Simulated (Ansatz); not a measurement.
**CaF₂: strain and displacement**

```
CELL_PARAMETERS angstrom
0.00000 2.73125 2.73125
2.73125 0.00000 2.73125
2.73125 2.73125 0.00000
ATOMIC_POSITIONS crystal
Ca 0.00000 0.00000 0.00000
F 0.25000 0.25000 0.25000
F 0.75000 0.75000 0.75000
```

Atom numbers follow the list: Ca1, F2, F3.

The cell is COD entry 5000222, as deposited and not checked against the literature; nothing was relaxed.

Method: Ansatz 0.2.0, DFT, PBEsol, all-electron PAW with datasets made for the crystal, scalar-relativistic.

Sampling and basis: a Γ-centred 8×8×8 k mesh, Fermi–Dirac smearing of 0.02 eV, cutoff 300 eV (chosen by the program for this cell), no spin polarisation.

The unchanged cell is at -1.90 GPa.

Semilocal functionals give too small gaps.

x, y and z are the Cartesian axes of the cell as listed; fractional coordinates follow a strain, and an engineering shear is twice the off-diagonal strain component.

Vzz stands for the principal value of largest size of the field-gradient tensor, whatever its axis.

(1) One change gave: energy change under 1 meV/atom; stress change (xx, yy, zz, yz, xz, xy) 0.03, 0.03, 0.03, 0.37, 0.37, 0.37 GPa, compression positive; change of the force on F3 (-0.022, -0.022, -0.022) eV/Å; Vzz in 10²¹ V/m²: Ca1 0 → -0.44 (η = 0.00), F2 0 → -0.04 (η = 0.00); gap on the k mesh 7.10 → 7.10 eV. Which change was it?
A. equal xy, yz and zx engineering shear strains of +2 %
B. equal xy, yz and zx engineering shear strains of -3 %
C. equal xy, yz and zx engineering shear strains of +3 %
D. equal xy, yz and zx engineering shear strains of +1 %
E. equal xy, yz and zx engineering shear strains of -1 %
F. equal xy, yz and zx engineering shear strains of -2 %

Answers

(1) E. For equal xy, yz and zx engineering shear strains of -3 %: energy change +4 meV/atom; stress change (xx, yy, zz, yz, xz, xy) 0.30, 0.30, 0.30, 1.24, 1.24, 1.24 GPa, compression positive; change of the force on F3 (-0.081, -0.081, -0.081) eV/Å; Vzz in 10²¹ V/m²: Ca1 0 → -1.40 (η = 0.00), F2 0 → -0.15 (η = 0.00); gap on the k mesh 7.10 → 7.11 eV. For equal xy, yz and zx engineering shear strains of +2 %: energy change +2 meV/atom; stress change (xx, yy, zz, yz, xz, xy) 0.12, 0.12, 0.12, -0.64, -0.64, -0.64 GPa, compression positive; change of the force on F2 (-0.033, -0.033, -0.033) eV/Å; Vzz in 10²¹ V/m²: Ca1 0 → 0.79 (η = 0.00), F2 0 → 0.05 (η = 0.00); gap on the k mesh 7.10 → 7.11 eV. For equal xy, yz and zx engineering shear strains of -2 %: energy change +2 meV/atom; stress change (xx, yy, zz, yz, xz, xy) 0.13, 0.13, 0.13, 0.78, 0.78, 0.78 GPa, compression positive; change of the force on F3 (-0.049, -0.049, -0.049) eV/Å; Vzz in 10²¹ V/m²: Ca1 0 → -0.90 (η = 0.00), F2 0 → -0.09 (η = 0.00); gap on the k mesh 7.10 → 7.11 eV. For equal xy, yz and zx engineering shear strains of +1 %: energy change under 1 meV/atom; stress change (xx, yy, zz, yz, xz, xy) 0.03, 0.03, 0.03, -0.33, -0.33, -0.33 GPa, compression positive; change of the force on F2 (-0.018, -0.018, -0.018) eV/Å; Vzz in 10²¹ V/m²: Ca1 0 → 0.41 (η = 0.00), F2 0 → 0.03 (η = 0.00); gap on the k mesh 7.10 → 7.10 eV. For equal xy, yz and zx engineering shear strains of +3 %: energy change +3 meV/atom; stress change (xx, yy, zz, yz, xz, xy) 0.26, 0.26, 0.26, -0.91, -0.91, -0.91 GPa, compression positive; change of the force on F2 (-0.045, -0.045, -0.045) eV/Å; Vzz in 10²¹ V/m²: Ca1 0 → 1.13 (η = 0.00), F2 0 → 0.06 (η = 0.00); gap on the k mesh 7.10 → 7.11 eV.
